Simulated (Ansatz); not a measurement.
Structure: COD 9004178, as refined from experiment and not relaxed.

ZnO: DFT, PBE, all-electron LAPW, scalar-relativistic (Ansatz 0.2.0).

Command: `ansatz run input.yaml --threads 1 --pin off --max-ram 4096MiB --backend cpu --events-out ev --progress --plain --runs-dir out` The run took 82 s on 1 thread of Intel(R) Xeon(R) Platinum 8488C (Sapphire Rapids) (shared host), peak memory 0.62 GiB.

```yaml
crystal:
  lattice:
    - [3.2493987239, 0.0, 0.0]
    - [-1.6246993619, 2.8140618419, 0.0]
    - [0.0, 0.0, 5.2038]
  atoms:
    - { symbol: Zn, position: [0.3333333333, 0.6666666667, 0.0] }
    - { symbol: Zn, position: [0.6666666667, 0.3333333333, 0.5] }
    - { symbol: O, position: [0.3333333333, 0.6666666667, 0.3821] }
    - { symbol: O, position: [0.6666666667, 0.3333333333, 0.8821] }
kpoints:
  mp_grid: { grid: [11, 11, 6] }
  band_path:
    path:
      - [0.0, 0.0, 0.0]
      - [0.5, 0.0, 0.0]
      - [0.3333333333, 0.3333333333, 0.0]
      - [0.0, 0.0, 0.0]
      - [0.0, 0.0, 0.5]
      - [0.5, 0.0, 0.5]
      - [0.3333333333, 0.3333333333, 0.5]
      - [0.0, 0.0, 0.5]
      - [0.5, 0.0, 0.5]
    npoints: 14
scf:
  occupations: { method: fermi_dirac, width: 0.02 }
hamiltonian:
  xc: pbe
  pseudopotentials: { kind: all_electron, lapw: { basis_error: 0.0005 } }
output:
  forces: true
  stress: true
  eigenvalues: true
  populations: true
  dos: { projected: true, de: 0.2, e_range: [-14, 8] }
```

Output:

```
Zn: projections on atomic orbitals take those of the free atom 1s2 2s2 2p6 3s2 3p6 3d10 4s2, of charge +0.00 (hamiltonian.pseudopotentials.projection_atoms)
O: projections on atomic orbitals take those of the free atom 1s2 2s2 2p4, of charge +0.00 (hamiltonian.pseudopotentials.projection_atoms)
LAPW: plane waves up to 11.016 Å⁻¹, error target 5.0e-4 eV per atom; small_component_spin mean_spin; O in spheres of 0.888 Å, 8 of its electrons in bands, Dirac shells []; Zn in spheres of 1.086 Å, 20 of its electrons in bands, Dirac shells []
Engine: ansatz 0.2.0
Pseudopotentials: kind: all_electron
Pseudopotential: Zn, LAPW, valence charge 20, Koelling and Harmon's equation, gaussian nucleus
Pseudopotential: O, LAPW, valence charge 8, Koelling and Harmon's equation, gaussian nucleus
Functional definition: PBE
  parameter kappa = 0.804
  parameter beta = 0.06672455060314922
  exchange = pbe_x(kappa = kappa, mu = beta*pi^2/3)
  correlation = pbe_c(beta = beta)
Crystal: 4 atoms, lattice volume = 47.584 Å³
Basis set: ecut = 462.377636282881 eV, 1087 PW (Γ), exchange–correlation at level 2
Bands: 34, of which v1, the nominal top of the filled ones, is band 28 counted from 1 (27 counted from 0)
Symmetry: 12 space group operations
Space group: P63mc (ITA 186), of the structure as read, at distance tolerance 3.6e-5 Å
k-points: 64 of 726 (time reversal used)
Non-local potential: Zn, projectors of the file, none
Non-local potential: O, projectors of the file, none
Initial density: superposition of atomic densities (chi_scale 0.1, normalization cell, long waves kept (reshape's long-wave potential 0.00 eV rms))
Initial wavefunctions: plane waves of lowest kinetic energy (no species holds an atomic orbital)
Functional: x = pbe(κ = 0.804, μ = 0.2195149727645171), c = pbe(β = 0.06672455060314922)
iter 1 solved again at ethr=1.29e-2 eV; its pass at ethr=1.00e-1 eV (dr2=7.24e0 eV) is discarded
SCF iter   1: F=—  HF=-101846.755826 eV  |F-HF|=—  |Δ(HF+E_count)|=         —  Δρ=1.12e-1  dr2=7.24e0  ethr=1.29e-2  ⟨swp⟩=2.0  Hψ=13737  notcnv=0
preconditioner: auto → Resta (q_TF=auto, 2.803 Å⁻¹)  ε∞=6.2  [insulator: Δε(μ)=1.635 eV  Ē_g=14.105 eV  σ=0.020 eV  W_gap=1.00  n_scr=22 (ndim 8)  ℏωp=32.3 eV  f_vac=0.039  D(μ)=0.00/eV (n_scr^D=0)  ε∞_Penn≈6.2]
iter 2 solved again at ethr=3.03e-4 eV; its pass at ethr=1.29e-2 eV (dr2=1.70e-1 eV) is discarded
SCF iter   2: F=—  HF=-101843.747272 eV  |F-HF|=—  |Δ(HF+E_count)|=    3.01e0  Δρ=2.27e-2  dr2=1.69e-1  ethr=3.03e-4  ⟨swp⟩=2.0  Hψ=11523  notcnv=0
SCF iter   3: F=—  HF=-101843.611578 eV  |F-HF|=—  |Δ(HF+E_count)|=   1.36e-1  Δρ=2.62e-2  dr2=4.53e-1  ethr=3.02e-4  ⟨swp⟩=3.0  Hψ=7071  notcnv=0
SCF iter   4: F=—  HF=-101843.660713 eV  |F-HF|=—  |Δ(HF+E_count)|=         —  Δρ=7.77e-3  dr2=3.62e-2  ethr=3.02e-4  ⟨swp⟩=2.9  Hψ=6841  notcnv=0
the basis was enlarged: its passes take 732.6 KiB over the memory plan, 1 of 1 planned eigensolver slots
SCF iter   5: F=—  HF=-101843.551938 eV  |F-HF|=—  |Δ(HF+E_count)|=   1.09e-1  Δρ=4.01e-3  dr2=4.94e-3  ethr=6.46e-5  ⟨swp⟩=3.0  Hψ=6839  notcnv=0
SCF iter   6: F=—  HF=-101843.545872 eV  |F-HF|=—  |Δ(HF+E_count)|=   6.07e-3  Δρ=7.63e-4  dr2=3.88e-4  ethr=8.83e-6  ⟨swp⟩=3.0  Hψ=6989  notcnv=0
SCF iter   7: F=—  HF=-101843.546333 eV  |F-HF|=—  |Δ(HF+E_count)|=   4.62e-4  Δρ=1.89e-4  dr2=2.26e-5  ethr=6.92e-7  ⟨swp⟩=3.0  Hψ=7059  notcnv=0
SCF iter   8: F=—  HF=-101843.546360 eV  |F-HF|=—  |Δ(HF+E_count)|=   2.65e-5  Δρ=5.39e-5  dr2=1.79e-6  ethr=4.03e-8  ⟨swp⟩=3.0  Hψ=6939  notcnv=0
SCF iter   9: F=-101843.546360 eV  HF=-101843.546360 eV  |F-HF|=4.34e-8  |Δ(HF+E_count)|=   1.47e-9  Δρ=1.18e-5  dr2=7.43e-8  ethr=3.19e-9  ⟨swp⟩=3.0  Hψ=6594  notcnv=0
SCF 1 converged in 9 iterations: F = -101843.546360 eV  dr2 = 7.43e-8
NSCF: frozen V_eff on 113 k-points
SCF converged after 9 iterations
Free energy (F): -101843.546360 eV
Harris-Foulkes:  -101843.546360 eV  (|F-HF|=4.34e-8)
Internal energy: -101843.546360 eV  (E = F + TS)
E sigma→0 (E₀):  -101843.546360 eV
Fermi energy:    9.490949 eV
--- Per-component energies (eV) ---
  E_band       = -3131.317453
  E_kinetic    = 103639.001620
  E_xc         = -4368.625510
  E_electrostatic = -201113.922470  (all electrons and nuclei)
  E_smearing   = -0.000000  (= −TS)
  E_closure    = 0.000000  (closes the sum)
  E_atoms      = -101825.636818  (free atoms, spherical and without spin; not in F)
  Σ components = -101843.546360   (vs F -101843.546360, Δ=0.00e0)
  Basis errors (estimates in eV, not in F): energy 2.1e-4 per atom: plane waves 1.9e-4 (1.2e-4 summed), levels above the bands 1.4e-251, relativity 7.3e-8, radial functions 1.9e-5, core shells 1.5e-9; eigenvalues (radial functions only) 3.1e-6; not estimated: angular momenta, meshes, grids; target (lapw.basis_error) 5.0e-4; muffin-tin radii O 0.888 Å, Zn 1.086 Å
--- Forces (eV/Å), atoms counted from 1 ---
  atom   1  Zn    -0.00000000    -0.00000000     0.03196585
  atom   2  Zn     0.00000000     0.00000000     0.03196585
  atom   3  O     -0.00000000    -0.00000000    -0.03198003
  atom   4  O      0.00000000     0.00000000    -0.03198003
  max |Σ_I F_I| component: 2.83e-5 eV/Å
--- Stress (GPa, compression-positive) ---
        4.745969      -0.000000       0.000000
        0.000000       4.745969       0.000000
       -0.000000       0.000000       5.048611
  P = ⅓ Tr σ = 4.8468 GPa (48.468 kbar)
--- Band table (eV; the first three rows and the last of 64) ---
  k-point 0: bands = ["-495.8175", "-495.8175", "-114.3574", "-114.3572", "-68.5553", "-68.5521", "-68.5437", "-68.5437", "-68.5431", "-68.5431", "-8.9938", "-8.2637", "3.3510", "3.3510", "3.4375", "3.4885", "3.5345", "3.5345", "4.5284", "4.5284", "4.7403", "4.7403", "5.0303", "8.2881", "8.2881", "8.9778", "9.0708", "9.0708", "9.8916", "14.2957", "17.3389", "21.9444", "21.9444", "23.2026"]
  k-point 1: bands = ["-495.8175", "-495.8175", "-114.3574", "-114.3572", "-68.5551", "-68.5523", "-68.5437", "-68.5437", "-68.5432", "-68.5432", "-8.9473", "-8.3151", "3.3571", "3.3571", "3.3650", "3.3860", "3.5154", "3.5154", "4.5480", "4.5480", "4.7323", "4.7323", "5.3465", "8.3416", "8.3416", "8.4294", "9.0197", "9.0197", "10.5321", "14.0677", "17.5424", "21.9468", "21.9468", "22.2494"]
  k-point 2: bands = ["-495.8175", "-495.8175", "-114.3574", "-114.3573", "-68.5545", "-68.5529", "-68.5436", "-68.5436", "-68.5433", "-68.5433", "-8.8186", "-8.4537", "3.2091", "3.2710", "3.3782", "3.3782", "3.4689", "3.4689", "4.5978", "4.5978", "4.7050", "4.7050", "6.0383", "7.6421", "8.4872", "8.4872", "8.8790", "8.8790", "11.5379", "13.4450", "18.1543", "20.6228", "22.0100", "22.0100"]
  k-point 63: bands = ["-495.8175", "-495.8175", "-114.3572", "-114.3572", "-68.5536", "-68.5536", "-68.5450", "-68.5450", "-68.5446", "-68.5446", "-8.1377", "-8.1377", "3.3044", "3.3044", "3.6193", "3.6193", "4.0790", "4.0790", "4.5657", "4.5657", "5.0324", "5.0324", "5.3668", "5.3668", "6.4527", "6.4527", "7.8536", "7.8536", "16.5442", "16.5442", "17.5068", "17.5068", "18.1168", "18.1168"]
--- Löwdin populations: 4 sites ---
  site symbol       q [e]
     0     Zn     28.5812
     1     Zn     28.5812
     2      O      9.2327
     3      O      9.2327
  spilling = 0.004897 (of n_electrons = 76.000000)
```

populations.tsv:

```
# site	symbol	l	j	q
# orbitals = lowdin
# n_electrons = 76.000000
# spilling = 0.004897
# projection_atom_Zn: 1s2 2s2 2p6 3s2 3p6 3d10 4s2
# projection_atom_O: 1s2 2s2 2p4
0	Zn	0_1S	-	1.999997
0	Zn	0_2S	-	1.999833
0	Zn	0_3S	-	1.995383
0	Zn	0_4S	-	0.610183
0	Zn	1_2P	-	5.999999
0	Zn	1_3P	-	5.999479
0	Zn	2_3D	-	9.976323
1	Zn	0_1S	-	1.999997
1	Zn	0_2S	-	1.999833
1	Zn	0_3S	-	1.995383
1	Zn	0_4S	-	0.610183
1	Zn	1_2P	-	5.999999
1	Zn	1_3P	-	5.999479
1	Zn	2_3D	-	9.976323
2	O	0_1S	-	1.999377
2	O	0_2S	-	1.869359
2	O	1_2P	-	5.363964
3	O	0_1S	-	1.999377
3	O	0_2S	-	1.869359
3	O	1_2P	-	5.363964
```
